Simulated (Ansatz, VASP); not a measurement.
Two plane-wave programs on KCl

The input POSCAR:

```
KCl
1.0
    0.0000000000      3.1561000000      3.1561000000
    3.1561000000      0.0000000000      3.1561000000
    3.1561000000      3.1561000000      0.0000000000
K Cl
1 1
Direct
    0.0000000000      0.0000000000      0.0000000000
    0.5000000000      0.5000000000      0.5000000000
```

Contents of INCAR.step1:

```
ALGO = Normal
EDIFF = 1E-4
ENCUT = 520
GGA = PE
ISMEAR = 0
LASPH = T
LCHARG = F
LREAL = F
LWAVE = T
NBANDS = 15
NELM = 80
PREC = Accurate
SIGMA = 0.1
```

The input INCAR.step2:

```
ALGO = Normal
EDIFF = 1E-6
ENCUT = 520
ISIF = 2
ISMEAR = 0
ISTART = 1
LASPH = T
LCHARG = F
LMIXTAU = T
LREAL = F
LWAVE = F
METAGGA = R2SCAN
NBANDS = 15
NELM = 80
PREC = Accurate
SIGMA = 0.1
```

Contents of KPOINTS:

```
k-points
0
Gamma
  6 6 6
```

Input for Ansatz:

```yaml
crystal:
  lattice:
    - [0.0, 3.1561, 3.1561]
    - [3.1561, 0.0, 3.1561]
    - [3.1561, 3.1561, 0.0]
  atoms:
    - { symbol: K, position: [0.0, 0.0, 0.0] }
    - { symbol: Cl, position: [0.5, 0.5, 0.5] }
basis:
  ecutwfc: 500
kpoints:
  mp_grid: { grid: [6, 6, 6] }
hamiltonian:
  xc: r2scan
scf:
  occupations: { method: gaussian, width: 0.1 }
output:
  forces: true
  stress: true
  eigenvalues: true
```

Alike in both runs: task single point; functional r2SCAN; k mesh 6 × 6 × 6; occupations gaussian, width 0.1 eV; no spin polarisation.

|  | VASP | Ansatz |
| --- | --- | --- |
| version | VASP 6.6.1 | Ansatz 0.2.0 |
| potentials or method | VASP PAW PBE potentials, release 64 (K_sv, Cl) | scalar-relativistic, plane waves, PAW |
| plane-wave cutoff (eV) | 520 | 500 |
| valence electrons in the cell | 16 | 16 |

|  | VASP | Ansatz | Ansatz less VASP |
| --- | --- | --- | --- |
| gap on the k mesh at the Fermi level (eV) | 5.80 | 5.79 | -0.004 |
| least direct gap on the mesh (eV) | 5.80 | 5.79 | -0.004 |
| pressure (GPa) | -0.2 | -0.2 | +0.03 |

Caveats: the PAW data sets were made with another functional, which shifts forces and pressure a little (VASP). r2SCAN opens gaps a little over a GGA but as a rule still falls short of measured ones.
